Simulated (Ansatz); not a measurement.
Born–Oppenheimer molecular dynamics of a periodic cell of 12 atoms, CaF₂ (start crystal CaF2, start structure Fm-3m, volume 1.05 times the crystal's). It starts from a structure without forces on its atoms.

Level of theory: Ansatz, DFT PBEsol, scalar-relativistic, plane waves, PAW. Settings: PAW set soft_1, cutoff 420 eV, k mesh 2x2x2, fermi-dirac smearing 0.3 eV, no spin polarisation.

| Item | Value |
| --- | --- |
| ensemble | NVT, Langevin thermostat |
| time step | 2.25 fs |
| steps asked | 250 |
| set temperature | 3500 K |
| friction | 0.02 /fs |
| seed | 510495 |

Frames 4.5 fs apart, positions in Å.

Velocities at 382.5 fs (Å/ps):

```
Ca -2.90 8.77 7.66
F -2.94 -17.49 3.06
F -2.40 -3.53 -15.03
Ca -3.96 -1.76 10.70
F 11.22 -3.12 -7.04
F 3.88 -6.11 18.99
Ca -19.97 -9.70 11.08
F 4.15 -4.39 23.00
F -14.80 -5.26 -6.30
Ca -1.51 -8.84 8.87
F 5.71 -16.50 4.93
F -3.51 14.35 -10.74
```

```xyz
12
Lattice="5.3651 0.0000 0.0000 0.0000 5.3651 0.0000 0.0000 0.0000 5.3651" Properties=species:S:1:pos:R:3 time_fs=382.5 energy_less_start_eV=5.380 T=3111
Ca -0.343 0.438 -0.095
F 1.140 2.144 0.951
F 4.059 4.420 4.011
Ca 2.662 3.445 -0.579
F 3.898 5.097 1.576
F 2.781 1.234 5.081
Ca 2.336 1.219 2.511
F 5.164 1.971 3.876
F 1.058 4.845 0.495
Ca 0.003 3.712 2.296
F 1.389 4.829 3.422
F 3.667 2.657 1.456
12
Lattice="5.3651 0.0000 0.0000 0.0000 5.3651 0.0000 0.0000 0.0000 5.3651" Properties=species:S:1:pos:R:3 time_fs=387 energy_less_start_eV=5.140 T=2901
Ca -0.368 0.487 -0.082
F 1.118 2.092 0.952
F 4.076 4.425 3.924
Ca 2.623 3.433 -0.523
F 3.928 5.077 1.556
F 2.801 1.205 5.128
Ca 2.251 1.171 2.568
F 5.171 1.975 3.984
F 1.023 4.794 0.506
Ca -0.021 3.668 2.336
F 1.408 4.772 3.446
F 3.667 2.697 1.426
12
Lattice="5.3651 0.0000 0.0000 0.0000 5.3651 0.0000 0.0000 0.0000 5.3651" Properties=species:S:1:pos:R:3 time_fs=391.5 energy_less_start_eV=4.798 T=3251
Ca -0.393 0.562 -0.064
F 1.094 2.066 0.973
F 4.113 4.467 3.863
Ca 2.587 3.426 -0.483
F 3.924 5.068 1.538
F 2.840 1.154 5.113
Ca 2.170 1.122 2.624
F 5.187 2.031 4.061
F 1.015 4.702 0.511
Ca -0.071 3.623 2.354
F 1.402 4.700 3.456
F 3.699 2.730 1.454
12
Lattice="5.3651 0.0000 0.0000 0.0000 5.3651 0.0000 0.0000 0.0000 5.3651" Properties=species:S:1:pos:R:3 time_fs=396 energy_less_start_eV=4.827 T=3471
Ca -0.429 0.636 -0.033
F 1.067 2.067 1.022
F 4.183 4.515 3.831
Ca 2.553 3.418 -0.440
F 3.912 5.066 1.502
F 2.847 1.093 5.083
Ca 2.093 1.071 2.668
F 5.215 2.091 4.120
F 1.042 4.558 0.499
Ca -0.134 3.576 2.345
F 1.390 4.649 3.499
F 3.691 2.749 1.507
12
Lattice="5.3651 0.0000 0.0000 0.0000 5.3651 0.0000 0.0000 0.0000 5.3651" Properties=species:S:1:pos:R:3 time_fs=400.5 energy_less_start_eV=4.977 T=2814
Ca -0.456 0.681 -0.013
F 1.036 2.051 1.099
F 4.228 4.559 3.815
Ca 2.525 3.397 -0.370
F 3.903 5.075 1.445
F 2.840 1.044 5.052
Ca 2.027 1.023 2.714
F 5.251 2.135 4.156
F 1.062 4.433 0.491
Ca -0.191 3.543 2.342
F 1.384 4.640 3.533
F 3.630 2.711 1.561
12
Lattice="5.3651 0.0000 0.0000 0.0000 5.3651 0.0000 0.0000 0.0000 5.3651" Properties=species:S:1:pos:R:3 time_fs=405 energy_less_start_eV=5.000 T=2819
Ca -0.489 0.707 0.008
F 1.018 2.030 1.183
F 4.246 4.554 3.837
Ca 2.492 3.378 -0.293
F 3.887 5.032 1.377
F 2.842 1.010 4.997
Ca 1.986 1.003 2.749
F 5.306 2.178 4.155
F 1.087 4.302 0.516
Ca -0.242 3.519 2.333
F 1.369 4.643 3.532
F 3.547 2.640 1.568
12
Lattice="5.3651 0.0000 0.0000 0.0000 5.3651 0.0000 0.0000 0.0000 5.3651" Properties=species:S:1:pos:R:3 time_fs=409.5 energy_less_start_eV=4.821 T=2693
Ca -0.501 0.715 0.039
F 0.995 1.996 1.287
F 4.230 4.559 3.914
Ca 2.475 3.364 -0.228
F 3.873 4.988 1.345
F 2.819 0.961 4.928
Ca 1.946 0.984 2.765
F 5.353 2.229 4.123
F 1.084 4.212 0.558
Ca -0.273 3.504 2.313
F 1.368 4.637 3.501
F 3.433 2.558 1.563
12
Lattice="5.3651 0.0000 0.0000 0.0000 5.3651 0.0000 0.0000 0.0000 5.3651" Properties=species:S:1:pos:R:3 time_fs=414 energy_less_start_eV=4.570 T=2409
Ca -0.490 0.694 0.078
F 0.964 1.976 1.373
F 4.198 4.581 4.013
Ca 2.460 3.322 -0.176
F 3.873 4.930 1.354
F 2.765 0.936 4.899
Ca 1.931 0.939 2.789
F 5.407 2.293 4.097
F 1.032 4.165 0.616
Ca -0.297 3.499 2.295
F 1.372 4.614 3.485
F 3.331 2.476 1.574
12
Lattice="5.3651 0.0000 0.0000 0.0000 5.3651 0.0000 0.0000 0.0000 5.3651" Properties=species:S:1:pos:R:3 time_fs=418.5 energy_less_start_eV=4.434 T=2443
Ca -0.499 0.664 0.106
F 0.928 1.936 1.431
F 4.155 4.579 4.093
Ca 2.462 3.293 -0.142
F 3.848 4.871 1.355
F 2.706 0.928 4.873
Ca 1.921 0.880 2.794
F 5.460 2.346 4.076
F 0.986 4.152 0.672
Ca -0.329 3.485 2.278
F 1.389 4.562 3.477
F 3.241 2.404 1.601
12
Lattice="5.3651 0.0000 0.0000 0.0000 5.3651 0.0000 0.0000 0.0000 5.3651" Properties=species:S:1:pos:R:3 time_fs=423 energy_less_start_eV=4.192 T=2115
Ca -0.507 0.654 0.119
F 0.889 1.902 1.496
F 4.072 4.562 4.157
Ca 2.460 3.279 -0.118
F 3.775 4.813 1.367
F 2.639 0.939 4.846
Ca 1.912 0.824 2.789
F 5.509 2.400 4.058
F 0.919 4.174 0.731
Ca -0.353 3.460 2.265
F 1.386 4.499 3.475
F 3.187 2.332 1.613
12
Lattice="5.3651 0.0000 0.0000 0.0000 5.3651 0.0000 0.0000 0.0000 5.3651" Properties=species:S:1:pos:R:3 time_fs=427.5 energy_less_start_eV=3.903 T=1987
Ca -0.478 0.649 0.122
F 0.858 1.885 1.538
F 3.995 4.545 4.188
Ca 2.443 3.281 -0.099
F 3.683 4.747 1.400
F 2.594 0.996 4.843
Ca 1.901 0.802 2.775
F 5.544 2.441 4.065
F 0.835 4.224 0.797
Ca -0.377 3.438 2.258
F 1.373 4.443 3.454
F 3.179 2.281 1.643
12
Lattice="5.3651 0.0000 0.0000 0.0000 5.3651 0.0000 0.0000 0.0000 5.3651" Properties=species:S:1:pos:R:3 time_fs=432 energy_less_start_eV=3.587 T=2387
Ca -0.428 0.641 0.136
F 0.833 1.900 1.575
F 3.933 4.540 4.180
Ca 2.426 3.309 -0.090
F 3.571 4.740 1.457
F 2.554 1.061 4.879
Ca 1.920 0.783 2.760
F 5.573 2.466 4.102
F 0.800 4.267 0.846
Ca -0.416 3.427 2.267
F 1.376 4.361 3.425
F 3.177 2.243 1.679
```

Of the whole run (562 fs, mean temperature of the second half 2920 K): The mean temperature of the second half is 17 % below the set value. A run of 0.56 ps of so small a system gives no equilibrium averages. Limits of this set-up: coarse k mesh, PAW files made for another functional.

Time of the run: 17 min on 1 thread of Arm Neoverse V1 (shared host), peak memory 0.41 GiB.
